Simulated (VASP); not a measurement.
GaN, 20 atoms in the cell. The cell holds a slab with vacuum, 20 atoms: a = 3.157 Å, b = 5.148 Å, c = 26.847 Å, α = 90.00°, β = 90.00°, γ = 90.00°. 

```yaml
Program: VASP 6.6.1
Task: relaxation of the atoms
Functional: LDA
Potentials_or_basis: VASP PAW LDA potentials, release 64 (Ga_d, N)
Cutoff: 520 eV
k_mesh: 8 × 5 × 1
Occupations: gaussian, width 0.03 eV
Spin: no spin polarisation
Dipole_correction: yes
Further_INCAR_settings: ALGO = Normal; EDIFF = 1e-06; IBRION = 2; EDIFFG = -0.02; NSW = 80
```

Potentials or basis: VASP PAW LDA potentials, release 64 (Ga_d, N).

The run is started by

```sh
$ cat potpaw_LDA.64/Ga_d/POTCAR potpaw_LDA.64/N/POTCAR > POTCAR
$ mpirun -np 8 vasp_std > vasp.out
```

Hardware: 8 MPI ranks on Intel(R) Xeon(R) Platinum 8488C (Sapphire Rapids) (shared host).

Question: Estimate the wall time of this run.

Answer: Wall time 38 min on 8 MPI ranks on Intel(R) Xeon(R) Platinum 8488C (Sapphire Rapids), on a shared host, peak memory 0.25 GiB a rank. Counts: scf iterations 243, k points 15, ion steps 26.
